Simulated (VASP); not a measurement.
# CdTe (F-43m) in VASP: a series of runs

One crystal, CdTe, is run at these levels: PBE; tasks: single point.

All numbers are computed with VASP 6.6.1; they aren't measurements. Logs are shortened: lines on timing, memory, paths and dates and some standing lists are left out, and cuts for length are marked.

**1. The crystal as given**

Symmetry: F-43m, No. 216, cubic system. Conventional cell: a = 6.410 Å, b = 6.410 Å, c = 6.410 Å, α = 90.00°, β = 90.00°, γ = 90.00°. Around Te (site symmetry -43m) lie 4 Cd at 2.78 Å. Cd (site symmetry -43m) has 4 Te at 2.78 Å as nearest neighbours.

**2. Single point, PBE, spin-orbit coupling, no magnetisation**

Input file INCAR:

```
SYSTEM = CdTe
PREC = Accurate
ENCUT = 340
EDIFF = 1E-7
ISMEAR = 0
SIGMA = 0.02
LREAL = .False.
LASPH = .True.
NELM = 100
ALGO = Normal
ISIF = 2
LWAVE = .False.
LCHARG = .False.
MAGMOM = 0 0 0 0 0 0
LORBIT = 11
LSORBIT = .True.
GGA_COMPAT = .False.
GGA = PE
NBANDS = 34
```

Input file KPOINTS:

```
regular mesh
0
Gamma
  4 4 4
  0 0 0
```

Input file POSCAR:

```
CdTe
1.0
    0.0000000000      3.2050000000      3.2050000000
    3.2050000000      0.0000000000      3.2050000000
    3.2050000000      3.2050000000      0.0000000000
Te Cd
1 1
Direct
    0.7500000000      0.7500000000      0.7500000000
    0.0000000000      0.0000000000      0.0000000000
```

Potentials or basis: VASP PAW PBE potentials, release 64 (Te, Cd).

Command:

```
$ cat potpaw_PBE.64/Te/POTCAR potpaw_PBE.64/Cd/POTCAR > POTCAR
$ mpirun -np 1 vasp_ncl > vasp.out
```

OUTCAR:

```text
SYSTEM = CdTe
   PREC = Accurate
   ENCUT = 340
   EDIFF = 1E-7
   ISMEAR = 0
   LREAL = .False.
   LASPH = .True.
   NELM = 100
   ISIF = 2
   LORBIT = 11
   LSORBIT = .True.
   GGA = PE

 Found     10 irreducible k-points:

 Following reciprocal coordinates:
            Coordinates               Weight
  0.000000  0.000000  0.000000      1.000000
  0.250000  0.000000  0.000000      4.000000
 -0.250000  0.000000  0.000000      4.000000
  0.500000  0.000000  0.000000      4.000000
  0.250000  0.250000  0.000000      6.000000
  0.500000  0.250000  0.000000     12.000000
   k-points           NKPTS =     10   k-points in BZ     NKDIM =     10   number of bands    NBANDS=     34
   number of dos      NEDOS =    301   number of ions     NIONS =      2
   total plane-waves  NPLWV =  21952
   dimension x,y,z NGX =    28 NGY =   28 NGZ =   28
   dimension x,y,z NGXF=    56 NGYF=   56 NGZF=   56
   ions per type =               1   1
   NGX,Y,Z   is equivalent  to a cutoff of  10.27, 10.27, 10.27 a.u.
   NGXF,Y,Z  is equivalent  to a cutoff of  20.54, 20.54, 20.54 a.u.
 SYSTEM =  CdTe
   PREC   = accura    normal or accurate (medium, high low for compatibility)
   ISTART =      0    job   : 0-new  1-cont  2-samecut
   ICHARG =      2    charge: 1-file 2-atom 10-const
   ISPIN  =      1    spin polarized calculation?
   LNONCOLLINEAR =      T non collinear calculations
   LSORBIT =      T    spin-orbit coupling
   LASPH  =      T    aspherical Exc in radial PAW
   ENCUT  =  340.0 eV  24.99 Ry    5.00 a.u.   6.81  6.81  6.81*2*pi/ulx,y,z
   NELM   =    100;   NELMIN=  2; NELMDL= -5     # of ELM steps
   EDIFF  = 0.1E-06   stopping-criterion for ELM
   LREAL  =      F    real-space projection
   EDIFFG = 0.1E-05   stopping-criterion for IOM
   NSW    =      0    number of steps for IOM
   IBRION =     -1    ionic relax: 0-MD 1-quasi-New 2-CG
   NFREE  =      0    steps in history (QN), initial steepest desc. (CG)
   ISIF   =      2    stress and relaxation
   ISYM   =      2    0-nonsym 1-usesym 2-fastsym
   POTIM  = 0.5000    time-step for ionic-motion
   TEBEG  =    0.0;   TEEND  =   0.0 temperature during run
   PSTRESS=    0.0 pullay stress
   NELECT =      18.0000    total number of electrons
   NUPDOWN=      -1.0000    fix difference up-down
   EMIN   =  10.00;   EMAX   =-10.00  energy-range for DOS
   EFERMI =   0.00;   METHOD = LEGACY
   ISMEAR =     0;   SIGMA  =   0.02  broadening in eV -4-tet -1-fermi 0-gaus
   EFERMI_NEDOS =   21; number of points for ismear=-14 and -15
   IALGO  =     38    algorithm
   IMIX   =      4    mixing-type and parameters
     AMIX     =   0.40;   BMIX     =  1.00
     AMIX_MAG =   1.60;   BMIX_MAG =  1.00
  volume/ion in A,a.u.               =      32.92       222.17
  Fermi-wavevector in a.u.,A,eV,Ry     =   1.062497  2.007828 15.359610  1.128899
  Thomas-Fermi vector in A             =   2.197950
   LORBIT       =     11    0 simple, 1 ext, 2 COOP (PROOUT), +10 PAW based schemes
   GGA     = PE    functional components
   LHFCALC =     F    Hartree Fock is set to
   AEXX    =    0.0000 exact exchange contribution
   IVDW    =     0    specifies the selected vdW correction
   LEPSILON=     F    determine dielectric tensor
   LRPA    =     F    only Hartree local field effects (RPA)
 Gauss-broadening in eV      SIGMA  =   0.02
  energy-cutoff  :      340.00
  volume of cell :       65.84
 maximum number of plane-waves:      1920
   NGX = 13   NGY = 13   NGZ = 13

 number of electron      18.0000000 magnetization       0.0000000      0.0000000      0.0000000

 number of electron      18.0000011 magnetization      -0.0000000     -0.0000000     -0.0000000

 number of electron      18.0000011 magnetization       0.0000000     -0.0000000     -0.0000000

 number of electron      18.0000011 magnetization      -0.0000000      0.0000000      0.0000000

 Free energy of the ion-electron system (eV)
  ---------------------------------------------------
  ext. energy  EPLUGINS =         0.00000000
  ---------------------------------------------------
  free energy    TOTEN  =        -4.78254143 eV

  energy without entropy =       -4.78254143  energy(sigma->0) =       -4.78254143

 E-fermi :   3.0916     XC(G=0):  -8.7175

 val. band max:        2.9575375806   @ k =   0.0000   0.0000   0.0000
 cond. band min:       3.5438094586   @ k =   0.0000   0.0000   0.0000
 fundamental gap:      0.5862718780
 Fermi energy:         3.0915983140

 k-point     1 :       0.0000    0.0000    0.0000
  band No.  band energies     occupation
      1      -8.6750      1.00000
      2      -8.6750      1.00000
      3      -6.0445      1.00000
      4      -6.0445      1.00000
      5      -6.0445      1.00000
      6      -6.0445      1.00000
[... 22 lines left out ...]
     29      12.0867      0.00000
     30      12.0867      0.00000

 k-point     2 :       0.2500    0.0000    0.0000
  band No.  band energies     occupation
      1      -8.4603      1.00000
      2      -8.4603      1.00000
      3      -6.0465      1.00000
      4      -6.0179      1.00000
      5      -5.9197      1.00000
      6      -5.9197      1.00000
[... 22 lines left out ...]
     29      11.1159      0.00000
     30      11.1159      0.00000

 k-point     3 :      -0.2500    0.0000    0.0000
  band No.  band energies     occupation
      1      -8.4603      1.00000
      2      -8.4603      1.00000
      3      -6.0465      1.00000
      4      -6.0179      1.00000
      5      -5.9197      1.00000
      6      -5.9197      1.00000
[... 22 lines left out ...]
     29      11.1159      0.00000
     30      11.1159      0.00000

 k-point     4 :       0.5000    0.0000    0.0000
  band No.  band energies     occupation
      1      -8.2502      1.00000
      2      -8.2502      1.00000
      3      -6.0235      1.00000
      4      -6.0235      1.00000
      5      -5.7589      1.00000
      6      -5.7589      1.00000
[... 22 lines left out ...]
     29      12.9637      0.00000
     30      12.9637      0.00000

 k-point     5 :       0.2500    0.2500    0.0000
  band No.  band energies     occupation
      1      -8.3909      1.00000
      2      -8.3909      1.00000
      3      -6.0059      1.00000
      4      -6.0059      1.00000
      5      -5.9026      1.00000
      6      -5.9026      1.00000
[... 22 lines left out ...]
     29      12.6144      0.00000
     30      12.6144      0.00000

 k-point     6 :       0.5000    0.2500    0.0000
  band No.  band energies     occupation
      1      -8.1963      1.00000
      2      -8.1773      1.00000
      3      -5.9978      1.00000
      4      -5.9586      1.00000
      5      -5.8736      1.00000
      6      -5.6594      1.00000
[... 22 lines left out ...]
     29      13.2590      0.00000
     30      13.2727      0.00000

 [... further k-points ...]

 [bands above 30 left out]

------------------------ aborting loop because EDIFF is reached ----------------------------------------

  FORCE on cell =-STRESS in cart. coord.  units (eV):
  Direction    XX          YY          ZZ          XY          YZ          ZX
  --------------------------------------------------------------------------------------
  -------------------------------------------------------------------------------------
  Total        1.8220570      1.8220570      1.8220570     -0.0000000     -0.0000000     -0.0000000
  in kB       44.3361966     44.3361966     44.3361966     -0.0000000     -0.0000000     -0.0000000
  external PRESSURE =      44.3361966 kB  Pullay stress =       0.0000000 kB

 VOLUME and BASIS-vectors are now :
 -----------------------------------------------------------------------------
  energy-cutoff  :      340.00
  volume of cell :       65.84
      direct lattice vectors                 reciprocal lattice vectors
     0.000000000  3.205000000  3.205000000    -0.156006240  0.156006240  0.156006240
     3.205000000  0.000000000  3.205000000     0.156006240 -0.156006240  0.156006240
     3.205000000  3.205000000  0.000000000     0.156006240  0.156006240 -0.156006240

 POSITION                                       TOTAL-FORCE (eV/Angst)
 -----------------------------------------------------------------------------------
      4.80750      4.80750      4.80750         0.000000      0.000000      0.000000
      0.00000      0.00000      0.00000        -0.000000     -0.000000     -0.000000
 -----------------------------------------------------------------------------------
    total drift:                                0.000001      0.000001      0.000001

  FREE ENERGIE OF THE ION-ELECTRON SYSTEM (eV)
  ---------------------------------------------------
  free  energy   TOTEN  =        -4.7825414271 eV

  energy  without entropy=       -4.7825414271  energy(sigma->0) =       -4.78254143

 Spin-Orbit-Coupling matrix elements

 Ion:    1  E_soc:     -0.1904192
 l=   1
     0.0000000    -0.0316573    -0.0316573
    -0.0316573     0.0000000    -0.0316573
    -0.0316573    -0.0316573     0.0000000
 l=   2
     0.0000000    -0.0000329     0.0000000    -0.0000329    -0.0000464
    -0.0000329     0.0000000    -0.0000348    -0.0000329    -0.0000116
     0.0000000    -0.0000348     0.0000000    -0.0000348     0.0000000
    -0.0000329    -0.0000329    -0.0000348     0.0000000    -0.0000116
    -0.0000464    -0.0000116     0.0000000    -0.0000116     0.0000000
 l=   3
     0.0000000     0.0000000     0.0000000     0.0000000     0.0000000     0.0000000     0.0000000
     0.0000000     0.0000000     0.0000000     0.0000000     0.0000000     0.0000000     0.0000000
     0.0000000     0.0000000     0.0000000     0.0000000     0.0000000     0.0000000     0.0000000
     0.0000000     0.0000000     0.0000000     0.0000000     0.0000000     0.0000000     0.0000000
     0.0000000     0.0000000     0.0000000     0.0000000     0.0000000     0.0000000     0.0000000
     0.0000000     0.0000000     0.0000000     0.0000000     0.0000000     0.0000000     0.0000000
     0.0000000     0.0000000     0.0000000     0.0000000     0.0000000     0.0000000     0.0000000

 Ion:    2  E_soc:     -0.0611134
 l=   1
     0.0000000    -0.0032340    -0.0032340
    -0.0032340     0.0000000    -0.0032340
    -0.0032340    -0.0032340     0.0000000
 l=   2
     0.0000000    -0.0014120     0.0000000    -0.0014120    -0.0055395
    -0.0014120     0.0000000    -0.0041547    -0.0014120    -0.0013849
     0.0000000    -0.0041547     0.0000000    -0.0041547     0.0000000
    -0.0014120    -0.0014120    -0.0041547     0.0000000    -0.0013849
    -0.0055395    -0.0013849     0.0000000    -0.0013849     0.0000000
 l=   3
     0.0000000     0.0000000     0.0000000     0.0000000     0.0000000     0.0000000     0.0000000
     0.0000000     0.0000000     0.0000000     0.0000000     0.0000000     0.0000000     0.0000000
     0.0000000     0.0000000     0.0000000     0.0000000     0.0000000     0.0000000     0.0000000
     0.0000000     0.0000000     0.0000000     0.0000000     0.0000000     0.0000000     0.0000000
     0.0000000     0.0000000     0.0000000     0.0000000     0.0000000     0.0000000     0.0000000
     0.0000000     0.0000000     0.0000000     0.0000000     0.0000000     0.0000000     0.0000000
     0.0000000     0.0000000     0.0000000     0.0000000     0.0000000     0.0000000     0.0000000

 total charge

# of ion       s       p       d       tot
------------------------------------------
    1        1.343   2.095   0.023   3.461
    2        0.471   0.340   9.514  10.325
--------------------------------------------------
tot          1.814   2.435   9.537  13.785

 magnetization (x)

# of ion       s       p       d       tot
------------------------------------------
    1        0.000  -0.000   0.000  -0.000
    2        0.000   0.000  -0.000   0.000
--------------------------------------------------
tot          0.000   0.000  -0.000   0.000

 magnetization (y)

# of ion       s       p       d       tot
------------------------------------------
    1        0.000   0.000   0.000   0.000
    2        0.000   0.000  -0.000  -0.000
--------------------------------------------------
tot          0.000   0.000  -0.000  -0.000

 magnetization (z)

# of ion       s       p       d       tot
------------------------------------------
    1        0.000  -0.000   0.000   0.000
    2        0.000  -0.000  -0.000   0.000
--------------------------------------------------
tot          0.000  -0.000  -0.000   0.000
```

It took 21 s on 1 thread of Intel Xeon Platinum 8559C (Emerald Rapids), shared host; peak memory 0.24 GiB.

These settings aren't checked as converged: the numbers below hold their error.

Results:

- Free energy: -4.7825 eV
- Pressure: 4.4 GPa
- Valence electrons inside the program's atomic spheres: Te 3.46; Cd 10.32

Caveat: the k mesh is coarse (spacing up to 0.42 Å⁻¹), so the values aren't converged; the cutoff is under 1.25 times the usual one of these potentials, so pressure, stress and relaxed cells hold a basis-set (Pulay) error.

**3. Single point, PBE, spin-orbit coupling, no magnetisation**

Changes to INCAR since step 2:

```diff
@@ -2,3 +2,3 @@
 PREC = Accurate
-ENCUT = 340
+ENCUT = 400
 EDIFF = 1E-7
```

KPOINTS is that of step 2.

POSCAR is that of step 2.

Potentials or basis: VASP PAW PBE potentials, release 64 (Te, Cd).

Command:

```
$ cat potpaw_PBE.64/Te/POTCAR potpaw_PBE.64/Cd/POTCAR > POTCAR
$ mpirun -np 1 vasp_ncl > vasp.out
```

OUTCAR:

```text
SYSTEM = CdTe
   PREC = Accurate
   ENCUT = 400
   EDIFF = 1E-7
   ISMEAR = 0
   LREAL = .False.
   LASPH = .True.
   NELM = 100
   ISIF = 2
   LORBIT = 11
   LSORBIT = .True.
   GGA = PE

 Found     10 irreducible k-points:

 Following reciprocal coordinates:
            Coordinates               Weight
  0.000000  0.000000  0.000000      1.000000
  0.250000  0.000000  0.000000      4.000000
 -0.250000  0.000000  0.000000      4.000000
  0.500000  0.000000  0.000000      4.000000
  0.250000  0.250000  0.000000      6.000000
  0.500000  0.250000  0.000000     12.000000
   k-points           NKPTS =     10   k-points in BZ     NKDIM =     10   number of bands    NBANDS=     34
   number of dos      NEDOS =    301   number of ions     NIONS =      2
   total plane-waves  NPLWV =  27000
   dimension x,y,z NGX =    30 NGY =   30 NGZ =   30
   dimension x,y,z NGXF=    60 NGYF=   60 NGZF=   60
   ions per type =               1   1
   NGX,Y,Z   is equivalent  to a cutoff of  11.00, 11.00, 11.00 a.u.
   NGXF,Y,Z  is equivalent  to a cutoff of  22.01, 22.01, 22.01 a.u.
 SYSTEM =  CdTe
   PREC   = accura    normal or accurate (medium, high low for compatibility)
[... 319 lines left out ...]
     0.0000000     0.0000000     0.0000000     0.0000000     0.0000000     0.0000000     0.0000000
     0.0000000     0.0000000     0.0000000     0.0000000     0.0000000     0.0000000     0.0000000
     0.0000000     0.0000000     0.0000000     0.0000000     0.0000000     0.0000000     0.0000000
     0.0000000     0.0000000     0.0000000     0.0000000     0.0000000     0.0000000     0.0000000
     0.0000000     0.0000000     0.0000000     0.0000000     0.0000000     0.0000000     0.0000000
     0.0000000     0.0000000     0.0000000     0.0000000     0.0000000     0.0000000     0.0000000

 Ion:    2  E_soc:     -0.0614141
 l=   1
     0.0000000    -0.0032332    -0.0032332
    -0.0032332     0.0000000    -0.0032332
    -0.0032332    -0.0032332     0.0000000
 l=   2
     0.0000000    -0.0014223     0.0000000    -0.0014223    -0.0055803
    -0.0014223     0.0000000    -0.0041852    -0.0014223    -0.0013951
     0.0000000    -0.0041852     0.0000000    -0.0041852     0.0000000
    -0.0014223    -0.0014223    -0.0041852     0.0000000    -0.0013951
    -0.0055803    -0.0013951     0.0000000    -0.0013951     0.0000000
 l=   3
     0.0000000     0.0000000     0.0000000     0.0000000     0.0000000     0.0000000     0.0000000
     0.0000000     0.0000000     0.0000000     0.0000000     0.0000000     0.0000000     0.0000000
     0.0000000     0.0000000     0.0000000     0.0000000     0.0000000     0.0000000     0.0000000
     0.0000000     0.0000000     0.0000000     0.0000000     0.0000000     0.0000000     0.0000000
     0.0000000     0.0000000     0.0000000     0.0000000     0.0000000     0.0000000     0.0000000
     0.0000000     0.0000000     0.0000000     0.0000000     0.0000000     0.0000000     0.0000000
     0.0000000     0.0000000     0.0000000     0.0000000     0.0000000     0.0000000     0.0000000

 total charge

# of ion       s       p       d       tot
------------------------------------------
    1        1.343   2.095   0.023   3.460
    2        0.470   0.340   9.529  10.339
--------------------------------------------------
tot          1.813   2.434   9.552  13.800

 magnetization (x)

# of ion       s       p       d       tot
------------------------------------------
    1        0.000  -0.000   0.000  -0.000
    2        0.000   0.000   0.000   0.000
--------------------------------------------------
tot          0.000   0.000   0.000   0.000

 magnetization (y)

# of ion       s       p       d       tot
------------------------------------------
    1        0.000   0.000   0.000   0.000
    2        0.000  -0.000   0.000  -0.000
--------------------------------------------------
tot          0.000  -0.000   0.000  -0.000

 magnetization (z)

# of ion       s       p       d       tot
------------------------------------------
    1        0.000  -0.000   0.000  -0.000
    2        0.000  -0.000   0.000   0.000
--------------------------------------------------
tot          0.000  -0.000   0.000   0.000
```

stdout:

```text
POSCAR found type information on POSCAR TeCd
 POSCAR found :  2 types and       2 ions
 scaLAPACK will be used
 LDA part: xc-table for (Slater+PW92), standard interpolation
 POSCAR, INCAR and KPOINTS ok, starting setup
 FFT: planning ... GRIDC
 FFT: planning ... GRID_SOFT
 FFT: planning ... GRID
 WAVECAR not read
 entering main loop
```

It took 28 s on 1 thread of Intel Xeon Platinum 8559C (Emerald Rapids), shared host; peak memory 0.28 GiB.

The run converged, but some of its settings lie outside the range that counts as converged, so its numbers aren't taken as properties of the crystal.

Results:

```
Free energy                                           : -4.7837 eV
Pressure                                              : 4.4 GPa
Valence electrons inside the program's atomic spheres : Te 3.46; Cd 10.34
```

Caveat: the k mesh is coarse (spacing up to 0.42 Å⁻¹), so the values aren't converged.

[end of part 1 of 3]
